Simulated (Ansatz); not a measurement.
**Ga (Cmcm) under several functionals**

Plane-wave DFT in Ansatz with scalar-relativistic PAW potentials. The same structure was relaxed (cell and atoms, symmetry kept) in separate runs at each level. This form isn't the element's structure at ambient conditions. No spin polarisation.

| level | cutoff (eV) | k mesh | V (Å³/atom) | a (Å) | b (Å) | c (Å) |
| --- | --- | --- | --- | --- | --- | --- |
| PBEsol | 420 | 10×10×10 | 19.872 | 7.654 | 4.573 | 4.542 |
| PBE+D3(BJ) | 420 | 10×10×10 | 20.191 | 7.706 | 4.592 | 4.565 |
| PBE | 420 | 10×10×10 | 21.227 | 7.782 | 4.686 | 4.657 |

Where does r2SCAN (500 eV, k mesh 10×10×10) fall?

V (Å³/atom) 20.039, a (Å) 7.612, b (Å) 4.614, c (Å) 4.564. Its volume is between those of PBEsol and PBE+D3(BJ). The usual order of volumes, PBEsol < PBE, holds here (19.872, 21.227 Å³/atom). As a rule PBEsol, built on the gradient expansion of slowly varying densities, lies between LDA and PBE; PBE's stronger gradient term for exchange weakens bonds. Adding D3 to PBE changes the volume by -4.9 %; the term is attractive, so it pulls cells in. In metals the pairwise form ignores screening by the conduction electrons and often pulls in too far. r2SCAN lies 5.6 % under PBE in volume.